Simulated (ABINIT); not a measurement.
Runs of ABINIT 10.8.3 (patched build) on Ti. It takes space group P6/mmm (No. 191, hexagonal). The conventional cell has a = 4.567 Å, b = 4.567 Å, c = 2.826 Å, α = 90.00°, β = 90.00°, γ = 120.00°. Around Ti (site symmetry -6m2) lie 11 Ti at 2.64 to 2.99 Å. Around Ti (site symmetry 6/mmm) lie 14 Ti at 2.83 to 2.99 Å. This isn't the form of Ti at room conditions, which is hcp.

```tsv
task	level	cell	cutoff (eV)	fine-grid cutoff	cutoff smearing ecutsm (Ha)	optimiser	force threshold (eV/Å)	dispersion computed by	gap on the mesh (eV)	pressure (GPa)	relaxed volume (Å³/atom)
band structure	LDA	as given	490	979.61 eV	-	-	-	-	none	-7.7	-
band structure	SCAN	as given	490	979.61 eV	-	-	-	-	none	(b)	-
band structure	BLYP	as given	490	979.61 eV	-	-	-	-	none	(c)	-
relaxation of cell and atoms	PBE+D3	relaxed	408	816.342 eV	0.5	BFGS	0.02	simple-dftd3 1.7.0	none	0.0	(a)
band structure	r2SCAN	as given	490	979.61 eV	-	-	-	-	none	-0.8	-
relaxation of cell and atoms	PBE+D4	relaxed	408	816.342 eV	0.5	BFGS	0.02	dftd4 4.3.1	none	0.0	16.89
relaxation of cell and atoms	PBE+D3(BJ)	relaxed	408	816.342 eV	0.5	BFGS	0.02	simple-dftd3 1.7.0	none	0.0	16.28
band structure	PBEsol	as given	490	979.61 eV	-	-	-	-	none	-3.5	-
```

Alike in all rows: potentials or basis JTH PAW PBE v2.0; no spin polarisation; k mesh 7 × 7 × 9; smearing fermi-dirac 0.05 eV.

Fill in the values left out.

(a) 16.39; (b) -1.4; (c) 3.5.

Caveats: the PAW data sets were made with another functional, which shifts forces and pressure a little (some runs); pairwise dispersion overbinds metals, which lowers pressure and volume (some runs).

A gap of «none» marks a metal or a gap under the smearing width.
